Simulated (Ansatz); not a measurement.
Theory: DFT PBE, scalar-relativistic, plane waves, PAW (Ansatz). All cells share a 420 eV cutoff and Γ-centred k meshes spaced at most about 0.3 Å⁻¹ (about 0.25 or finer for metals, 2π included). Spin is collinear in cells that carry moments; the others ran without spin or lost their moments.

All energies are static (0 K, no zero-point motion).

Question: Order these relaxed structures of MnSi by energy, lowest first, with the energy over the lowest of them.
A.
(no moments)
```cif
data_structure
_symmetry_space_group_name_H-M 'P2_13'
_symmetry_Int_Tables_number 198
_cell_length_a 4.4977
_cell_length_b 4.4977
_cell_length_c 4.4977
_cell_angle_alpha 90.000
_cell_angle_beta 90.000
_cell_angle_gamma 90.000
_cell_volume 90.99
loop_
_atom_site_label
_atom_site_type_symbol
_atom_site_symmetry_multiplicity
_atom_site_Wyckoff_symbol
_atom_site_fract_x
_atom_site_fract_y
_atom_site_fract_z
_atom_site_occupancy
Mn1 Mn 4 a 0.36287 0.13713 0.86287 1
Si1 Si 4 a 0.65439 0.84561 0.15439 1
```

B.
(parallel moments up to 2.6 μB)
```cif
data_structure
_symmetry_space_group_name_H-M 'P6_3/mmc'
_symmetry_Int_Tables_number 194
_cell_length_a 3.6684
_cell_length_b 3.6684
_cell_length_c 4.8943
_cell_angle_alpha 90.000
_cell_angle_beta 90.000
_cell_angle_gamma 120.000
_cell_volume 57.04
loop_
_atom_site_label
_atom_site_type_symbol
_atom_site_symmetry_multiplicity
_atom_site_Wyckoff_symbol
_atom_site_fract_x
_atom_site_fract_y
_atom_site_fract_z
_atom_site_occupancy
Mn1 Mn 2 d 0.33333 0.66667 0.75000 1
Si1 Si 2 a 0.00000 0.00000 0.00000 1
```

C.
(parallel moments up to 2.5 μB)
```cif
data_structure
_symmetry_space_group_name_H-M 'Fm-3m'
_symmetry_Int_Tables_number 225
_cell_length_a 4.8465
_cell_length_b 4.8465
_cell_length_c 4.8465
_cell_angle_alpha 90.000
_cell_angle_beta 90.000
_cell_angle_gamma 90.000
_cell_volume 113.84
loop_
_atom_site_label
_atom_site_type_symbol
_atom_site_symmetry_multiplicity
_atom_site_Wyckoff_symbol
_atom_site_fract_x
_atom_site_fract_y
_atom_site_fract_z
_atom_site_occupancy
Mn1 Mn 4 b 0.50000 0.00000 0.00000 1
Si1 Si 4 a 0.00000 0.00000 0.00000 1
```

D.
(parallel moments up to 1.0 μB)
```cif
data_structure
_symmetry_space_group_name_H-M 'P2_13'
_symmetry_Int_Tables_number 198
_cell_length_a 4.5176
_cell_length_b 4.5176
_cell_length_c 4.5176
_cell_angle_alpha 90.000
_cell_angle_beta 90.000
_cell_angle_gamma 90.000
_cell_volume 92.20
loop_
_atom_site_label
_atom_site_type_symbol
_atom_site_symmetry_multiplicity
_atom_site_Wyckoff_symbol
_atom_site_fract_x
_atom_site_fract_y
_atom_site_fract_z
_atom_site_occupancy
Mn1 Mn 4 a 0.13644 0.13644 0.13644 1
Si1 Si 4 a 0.84529 0.84529 0.84529 1
```

Answer: D (0 meV/atom), A (29 meV/atom), B (491 meV/atom), C (610 meV/atom). Forms: D FeSi (B20) type, P2_13; A FeSi (B20) type, P2_13; B anti-nickel arsenide type, P6_3/mmc; C rock salt type, Fm-3m. Counting Si atoms around Mn (those within 1.25 times the shortest such distance or 1.15 times the sum of covalent radii): D has Mn 7; A has Mn 7; B has Mn 6; C has Mn 6. B holds Si–Si chains (shortest 2.45 Å) (bonds between like non-metal atoms; other contacts aren't counted). Origin: A, reached from a Materials Project cell; B and C, invented; D, reached from a cell as deposited in COD. Shaken at random and relaxed again, D came back.

The k mesh leaves some 4 meV/atom of noise in the energy of each metallic cell. A magnetic state wasn't ruled out in cells without spin, among them P2_13 at 11.4 Å³/atom. Another magnetic order may lie lower. Cells without such a test can be saddle points. Some structure types and database cells were kept out of the candidates from the start, so a known form may be missing.
